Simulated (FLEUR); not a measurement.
## SiC (Moissanite 3C) under changes of volume

One of the cells (10.346 Å³/atom); the others are scaled copies at fixed shape and fractional positions:

```
Si C
1.0
     0.00000    2.17900    2.17900
     2.17900    0.00000    2.17900
     2.17900    2.17900    0.00000
Si C
1 1
Direct
  0.00000 0.00000 0.00000
  0.75000 0.75000 0.75000
```

```yaml
Program: FLEUR MaX-R8.1 (later development tree)
Functional: PBE
Potentials_or_basis: all-electron
Basis: FLAPW
Kmax: 5.7 1/bohr
k_mesh: 10 × 10 × 10
Occupations: fermi-dirac, width 0.05 eV
Spin: no spin polarisation
```

| volume (Å³/atom) | energy over the lowest point (meV/atom) | gap on the mesh (eV) |
| --- | --- | --- |
| 9.725 | 43.12 | 1.30 |
| 9.932 | 22.38 | 1.32 |
| 10.139 | ? | ? |
| 10.346 | 1.44 | 1.36 |
| 10.553 | 0.00 | 1.38 |
| 10.760 | 3.84 | 1.39 |
| 10.967 | 12.46 | 1.41 |

Question: What does the run at 10.139 Å³/atom give?

Answer: Energy over the lowest point 8.71 meV/atom; gap on the mesh 1.34 eV.

Worked out: A Birch-Murnaghan fit of order 3 (a polynomial in V^(-2/3)) to the other rows has its minimum at 10.50 Å³/atom with B0 = V·E''(V) = 212 GPa and B' = 3.9. It gives 8.70 meV/atom at 10.139 Å³/atom, against the run's 8.71. A straight line through the other rows of the gap, of slope 0.911 eV per unit of ln V, gives 1.34 eV, against the run's 1.34.

Energies are extrapolated to zero smearing.

A mesh can miss the band edges.
